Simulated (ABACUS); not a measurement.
# GaP (F-43m) in ABACUS: settings compared

The runs below take GaP through relaxation of cell and atoms, single point, with OLYP, BLYP.

All numbers are computed with ABACUS 3.10.1; they aren't measurements. Logs are shortened: lines on timing, memory, paths and dates and some standing lists are left out, and cuts for length are marked.

**Experimental background.**

“Stacking defects in GaP nanowires: Electronic structure and optical properties”, 2018, arxiv:1810.01194 quotes, for a bulk crystal of GaP at 10 K: band gap 2.34 eV (indirect).

The results are compared with them further down.

## 1. Starting point

It takes space group F-43m (No. 216, cubic). The conventional cell has a = 5.451 Å, b = 5.451 Å, c = 5.451 Å, α = 90.00°, β = 90.00°, γ = 90.00°. Ga (site symmetry -43m) has 4 P at 2.36 Å as nearest neighbours. P (site symmetry -43m) is surrounded by 4 Ga at 2.36 Å.

## 2. Relaxation of cell and atoms, OLYP

File INPUT:

```
INPUT_PARAMETERS
suffix              GaP
calculation         cell-relax
basis_type          pw
pseudo_dir          ./
symmetry            1
dft_functional      GGA_X_OPTX+GGA_C_LYP
ecutwfc             81
pseudo_rcut         10
nspin               1
nbands              13
ks_solver           dav
smearing_method     fd
smearing_sigma      0.00367493
scf_thr             1e-08
scf_nmax            100
mixing_type         broyden
mixing_beta         0.7
cal_force           1
cal_stress          1
relax_nmax          60
force_thr_ev        0.02
relax_method        cg
out_stru            1
stress_thr          0.2
kpar                4
```

File STRU:

```
ATOMIC_SPECIES
Ga 69.7230 Ga.upf
P 30.9738 P.upf

LATTICE_CONSTANT
1.8897261246

LATTICE_VECTORS
0.0000000000 2.7252500000 2.7252500000
2.7252500000 0.0000000000 2.7252500000
2.7252500000 2.7252500000 0.0000000000

ATOMIC_POSITIONS
Cartesian

Ga
0.0
1
0.0000000000 0.0000000000 0.0000000000 1 1 1

P
0.0
1
4.0878750000 4.0878750000 4.0878750000 1 1 1
```

File KPT:

```
K_POINTS
0
Gamma
6 6 6 0 0 0
```

Potentials or basis: PseudoDojo NC SR 0.4.1 PBE standard, plane waves.

The run is started by

```console
$ OMP_NUM_THREADS=1 mpirun -np 4 abacus > log
```

running log:

```text
ABACUS v3.10.1

               Atomic-orbital Based Ab-initio Computation at UStc

 ------------------------------------------------------------------------------------

 READING GENERAL INFORMATION
                           global_out_dir = OUT.GaP/
                           global_in_card = INPUT
                               pseudo_dir = ./
[... 8 lines left out ...]

 READING ATOM TYPE 1
                               atom label = Ga
                      L=0, number of zeta = 1
                      L=1, number of zeta = 1
                      L=2, number of zeta = 1
             number of atom for this type = 1

 READING ATOM TYPE 2
                               atom label = P
                      L=0, number of zeta = 1
                      L=1, number of zeta = 1
                      L=2, number of zeta = 1
             number of atom for this type = 1

                        TOTAL ATOM NUMBER = 2
CARTESIAN COORDINATES ( UNIT =       1.889726124600 Bohr ).
    atom                   x                   y                   z     mag                  vx                  vy                  vz
tauc_Ga1            0.0000000000        0.0000000000        0.0000000000  0.0000        0.0000000000        0.0000000000        0.0000000000
tauc_P1            4.0878750000        4.0878750000        4.0878750000  0.0000        0.0000000000        0.0000000000        0.0000000000

                          Volume (Bohr^3) = 273.178
                             Volume (A^3) = 40.4807

 Lattice vectors: (Cartesian coordinate: in unit of a_0)
                   +0            +2.72525            +2.72525
             +2.72525                  +0            +2.72525
             +2.72525            +2.72525                  +0
 Reciprocal vectors: (Cartesian coordinate: in unit of 2 pi/a_0)
            -0.183469           +0.183469           +0.183469
            +0.183469           -0.183469           +0.183469
            +0.183469           +0.183469           -0.183469
 The esolver type has been set to : ksdft_pw

                PAO radial cut off (Bohr) = 10

 Read in pseudopotential file is Ga.upf
                     pseudopotential type = NC
          exchange-correlation functional = PBE
                 nonlocal core correction = 1
                        valence electrons = 13
                                     lmax = 2
                           number of zeta = 3
                     number of projectors = 6
                           L of projector = 0
                           L of projector = 0
                           L of projector = 1
                           L of projector = 1
                           L of projector = 2
                           L of projector = 2
 XC functional updated to : GGA_X_OPTX+GGA_C_LYP
          exchange-correlation functional = GGA_X_OPTX+GGA_C_LYP
                PAO radial cut off (Bohr) = 10

 Read in pseudopotential file is P.upf
                     pseudopotential type = NC
          exchange-correlation functional = PBE
                 nonlocal core correction = 1
                        valence electrons = 5
                                     lmax = 2
                           number of zeta = 2
                     number of projectors = 6
                           L of projector = 0
                           L of projector = 0
                           L of projector = 1
                           L of projector = 1
                           L of projector = 2
                           L of projector = 2
 XC functional updated to : GGA_X_OPTX+GGA_C_LYP
          exchange-correlation functional = GGA_X_OPTX+GGA_C_LYP
     initial pseudo atomic orbital number = 13

 SETUP THE ELECTRONS NUMBER
            electron number of element Ga = 13
      total electron number of element Ga = 13
             electron number of element P = 5
       total electron number of element P = 5
            AUTOSET number of electrons:  = 18
                           occupied bands = 9
                                   NBANDS = 13
                                   NLOCAL = 18

%%%%%%%%%%%%%%%%%%%%%%%%%%%%%%%%%%%%%%%%%%%%%%%%%%%%%%%%%%%%%%%%%%%%%%%%%%%%%%%%%%%%%%%%%%%%%%%%%%%%%%%%%%
 Warning: the number of valence electrons in pseudopotential > 3 for Ga: [Ar] 3d10 4s2 4p1
 Pseudopotentials with additional electrons can yield (more) accurate outcomes, but may be less efficient.
 If you're confident that your chosen pseudopotential is appropriate, you can safely ignore this warning.
%%%%%%%%%%%%%%%%%%%%%%%%%%%%%%%%%%%%%%%%%%%%%%%%%%%%%%%%%%%%%%%%%%%%%%%%%%%%%%%%%%%%%%%%%%%%%%%%%%%%%%%%%%

 SETUP THE PLANE WAVE BASIS
 energy cutoff for charge/potential (unit:Ry) = 324
            fft grid for charge/potential = [ 45, 45, 45 ]
                        fft grid division = [ 1, 1, 1 ]
        big fft grid for charge/potential = [ 45, 45, 45 ]
                                     nbxx = 91125
                                     nrxx = 91125

 SETUP PLANE WAVES FOR CHARGE/POTENTIAL
                    number of plane waves = 26813
                         number of sticks = 1177

 PARALLEL PW FOR CHARGE/POTENTIAL
     PROC   COLUMNS(POT)             PW
        1           1177          26813
 --------------- sum -------------------
[... 123 lines left out ...]
 projector 6 L=2
 P non-local projectors:
 projector 1 L=0
 projector 2 L=0
 projector 3 L=1
 projector 4 L=1
 projector 5 L=2
 projector 6 L=2
      TOTAL NUMBER OF NONLOCAL PROJECTORS = 36

 Init Non-Local PseudoPotential table :
 Init Non-Local-Pseudopotential done.

                                     npwx = 3386

 Make real space PAO into reciprocal space.
       max mesh points in Pseudopotential = 1001
     dq(describe PAO in reciprocal space) = 0.01
                                    max q = 1808

 number of pseudo atomic orbitals for Ga is 3
WARNING: norm of atomic wavefunction # 2 of atomic type Ga is 0.999997, renormalized
WARNING: norm of atomic wavefunction # 3 of atomic type Ga is 0.998668, renormalized

 number of pseudo atomic orbitals for P is 2
WARNING: norm of atomic wavefunction # 2 of atomic type P is 0.999977, renormalized

 -------------------------------------------
 STEP OF RELAXATION : 1
 -------------------------------------------
                                 init_chg = atomic

 PW ALGORITHM --------------- ION=   1  ELEC=   1--------------------------------
 Notice: Threshold on eigenvalues was too large.
 hsover_error=0.18 > DRHO=0.0875719
 Origin diag ethr = 0.01
 New diag ethr = 0.000486511
[... 92 lines left out ...]
 charge density convergence is achieved
 final etot is -2279.7459938 eV
 EFERMI = 8.7303953798 eV

 STATE ENERGY(eV) AND OCCUPATIONS    NSPIN == 1
[... levels at 4 further k points ...]

------------------------------------------------------------------------------------------
 TOTAL-FORCE (eV/Angstrom)
------------------------------------------------------------------------------------------
                       Ga1         0.0000000000         0.0000000000         0.0000000000
                        P1         0.0000000000         0.0000000000         0.0000000000
------------------------------------------------------------------------------------------
[... 13 lines left out ...]
 Largest gradient in stress is 39.595954 kbar.
 Threshold is 0.200000 kbar.

 Relaxation is not converged yet!
CARTESIAN COORDINATES ( UNIT =       1.889726124600 Bohr ).
    atom                   x                   y                   z     mag                  vx                  vy                  vz
tauc_Ga1            0.0000000000        0.0000000000        0.0000000000  0.0000        0.0000000000        0.0000000000        0.0000000000
tauc_P1            4.1901164013        4.1901164013        4.1901164013  0.0000        0.0000000000        0.0000000000        0.0000000000

                          Volume (Bohr^3) = 294.192152
                             Volume (A^3) = 43.594727
[... 10 lines left out ...]
 -------------------------------------------
 STEP OF RELAXATION : 2
 -------------------------------------------

[... set-up of the moved cell ...]

 PW ALGORITHM --------------- ION=   2  ELEC=   1--------------------------------
 Notice: Threshold on eigenvalues was too large.
 hsover_error=0.180000 > DRHO=0.000169
 Origin diag ethr = 0.010000
 New diag ethr = 0.000001

 Density error is 0.000063083724
                          Error Threshold = 0.000000940213
----------------------------------------------------------
     Energy           Rydberg                 eV
----------------------------------------------------------
 E_KohnSham     -167.5594715004      -2279.7635662734
 E_Harris       -167.5967543091      -2280.2708249104
 E_Fermi        0.5630468344         7.6606451882
----------------------------------------------------------

[... 3 further cycles ...]
 PW ALGORITHM --------------- ION=   2  ELEC=   5--------------------------------

 Density error is 0.000000001198
                          Error Threshold = 0.000000000440
----------------------------------------------------------
     Energy           Rydberg                 eV
----------------------------------------------------------
 E_KohnSham     -167.5594892784      -2279.7638081555
 E_KS(sigma->0) -167.5594892781      -2279.7638081522
 E_Harris       -167.5594988413      -2279.7639382666
 E_band         -4.6304005718        -62.9998317990
 E_one_elec     -80.6051411701       -1096.6892080083
 E_Hartree      53.9857212910        734.5134201981
 E_xc           -46.8165585041       -636.9719564061
 E_Ewald        -94.1235108947       -1280.6160639324
 E_entropy(-TS) -0.0000000005        -0.0000000067
 E_descf        0.0000000000         0.0000000000
[... 4 lines left out ...]
 charge density convergence is achieved
 final etot is -2279.76380815555 eV
 EFERMI = 7.63940054102 eV

 STATE ENERGY(eV) AND OCCUPATIONS    NSPIN == 1
[... levels at 4 further k points ...]

------------------------------------------------------------------------------------------
 TOTAL-FORCE (eV/Angstrom)
------------------------------------------------------------------------------------------
                       Ga1         0.0000000000         0.0000000000         0.0000000000
                        P1         0.0000000000         0.0000000000         0.0000000000
------------------------------------------------------------------------------------------
[... 13 lines left out ...]
 Largest gradient in stress is 17.588322 kbar.
 Threshold is 0.200000 kbar.

 Relaxation is not converged yet!
CARTESIAN COORDINATES ( UNIT =       1.889726124600 Bohr ).
    atom                   x                   y                   z     mag                  vx                  vy                  vz
tauc_Ga1            0.0000000000        0.0000000000        0.0000000000  0.0000        0.0000000000        0.0000000000        0.0000000000
tauc_P1            4.1548295463        4.1548295463        4.1548295463  0.0000        0.0000000000        0.0000000000        0.0000000000

                          Volume (Bohr^3) = 286.821996
                             Volume (A^3) = 42.502584
[... 10 lines left out ...]
 -------------------------------------------
 STEP OF RELAXATION : 3
 -------------------------------------------

[... set-up of the moved cell ...]

 PW ALGORITHM --------------- ION=   3  ELEC=   1--------------------------------
 Notice: Threshold on eigenvalues was too large.
 hsover_error=0.180000 > DRHO=0.000221
 Origin diag ethr = 0.010000
 New diag ethr = 0.000001

 Density error is 0.000115178178
                          Error Threshold = 0.000001228221
----------------------------------------------------------
     Energy           Rydberg                 eV
----------------------------------------------------------
 E_KohnSham     -167.5599104735      -2279.7695388093
 E_Harris       -167.5072459738      -2279.0530015307
 E_Fermi        0.5883603880         8.0050537547
----------------------------------------------------------

[... 3 further cycles ...]
 PW ALGORITHM --------------- ION=   3  ELEC=   5--------------------------------

 Density error is 0.000000002015
                          Error Threshold = 0.000000000732
----------------------------------------------------------
     Energy           Rydberg                 eV
----------------------------------------------------------
 E_KohnSham     -167.5599406778      -2279.7699497602
 E_KS(sigma->0) -167.5599406778      -2279.7699497596
 E_Harris       -167.5599244951      -2279.7697295827
 E_band         -4.2907385100        -58.3784923641
 E_one_elec     -79.3350833560       -1079.4091849471
 E_Hartree      53.5368092707        728.4056588212
 E_xc           -46.8387672643       -637.2741220907
 E_Ewald        -94.9228993281       -1291.4923015423
 E_entropy(-TS) -0.0000000001        -0.0000000013
 E_descf        0.0000000000         0.0000000000
[... 88 lines left out ...]
 Largest gradient in stress is 0.082940 kbar.
 Threshold is 0.200000 kbar.

 Relaxation is converged!

 --------------------------------------------
 !FINAL_ETOT_IS -2279.7699497601975054 eV
 --------------------------------------------
```

It took 9.8 s on 4 MPI ranks of Intel Xeon Platinum 8488C (Sapphire Rapids), shared host; peak memory 0.36 GiB.

Results:

* Free energy: -2279.7699 eV
* Relaxed volume: 21.25 Å³/atom
* Relaxed cell: a = 3.917 Å, b = 3.917 Å, c = 3.917 Å, α = 60.00°, β = 60.00°, γ = 60.00°
* Space group after relaxing (to 0.05 Å): F-43m (No. 216)
* Energy gained by relaxing: 12.0 meV/atom
* Ionic steps: 3
* Pressure after relaxing: 0.0 GPa
* Band gap on the k mesh: 1.72 eV, direct

Step by step:
```tsv
step	energy change (eV)	largest force (eV/Å)	pressure (GPa)	volume (Å³)
1	0.0000	0.0000	3.96	40.48
2	-0.0178	0.0000	-1.76	43.59
3	-0.0240	0.0000	-0.01	42.50
```

Final structure:
```
Ga P
1.0
     0.00000    2.76989    2.76989
     2.76989    0.00000    2.76989
     2.76989    2.76989    0.00000
Ga P
1 1
Cartesian
  0.0000 0.0000 0.0000
  4.1548 4.1548 4.1548
```

Caveat: the potentials were made for another functional, which shifts forces and pressure. Zero-point motion and thermal expansion aren't in these numbers.

## 3. Single point, BLYP

File INPUT:

```
INPUT_PARAMETERS
suffix              GaP
calculation         scf
basis_type          pw
pseudo_dir          ./
symmetry            1
dft_functional      GGA_X_B88+GGA_C_LYP
ecutwfc             81
pseudo_rcut         10
nspin               1
nbands              19
ks_solver           dav
smearing_method     fd
smearing_sigma      0.00367493
scf_thr             1e-08
scf_nmax            100
mixing_type         broyden
mixing_beta         0.7
cal_force           1
cal_stress          1
out_chg             1
kpar                4
```

STRU is that of step 2.

KPT is that of step 2.

Potentials or basis: PseudoDojo NC SR 0.5 PBE standard, plane waves.

The run is started by

```console
$ OMP_NUM_THREADS=1 mpirun -np 4 abacus > log
```

Wall time 5.2 s (4 MPI ranks of Intel Xeon Platinum 8488C (Sapphire Rapids), shared host); peak memory 0.36 GiB.

Results (log left out):

| Property | Result |
| --- | --- |
| Free energy | -2265.1725 eV |
| Pressure | 6.1 GPa |
| Band gap on the k mesh | 1.66 eV, indirect (least direct gap 1.71 eV) |

Levels at points of the mesh, in eV from the valence-band top:
| k point | band 5 | band 6 | band 7 | band 8 | band 9 | band 10 | band 11 | band 12 | band 13 | band 14 |
| --- | --- | --- | --- | --- | --- | --- | --- | --- | --- | --- |
| (0.00, 0.00, 0.00) | -14.49 | -12.49 | 0.00 | 0.00 | 0.00 | 1.71 | 3.91 | 3.91 | 3.91 | 8.99 |
| (0.50, 0.50, 0.50) | -14.48 | -10.44 | -6.62 | -1.11 | -1.11 | 1.66 | 4.80 | 4.80 | 8.52 | 10.97 |
| (0.50, 0.50, 0.00) | -14.47 | -9.53 | -6.81 | -2.65 | -2.65 | 1.83 | 1.91 | 10.53 | 10.53 | 11.21 |

Caveat: the potentials were made for another functional, which shifts forces and pressure.

## 4. Against experiment

Step 3. Measured gap of GaP: 2.34 eV (indirect; 10 K; quoted in “Stacking defects in GaP nanowires: Electronic structure and optical properties”, 2018, arxiv:1810.01194). This calculation gives 1.66 eV (-0.68 eV). Spin-orbit coupling on Ga is left out. The value is that of BLYP on a finite k mesh, which can miss the band edges, without temperature or zero-point motion. Semilocal functionals fall short of measured gaps as a rule.
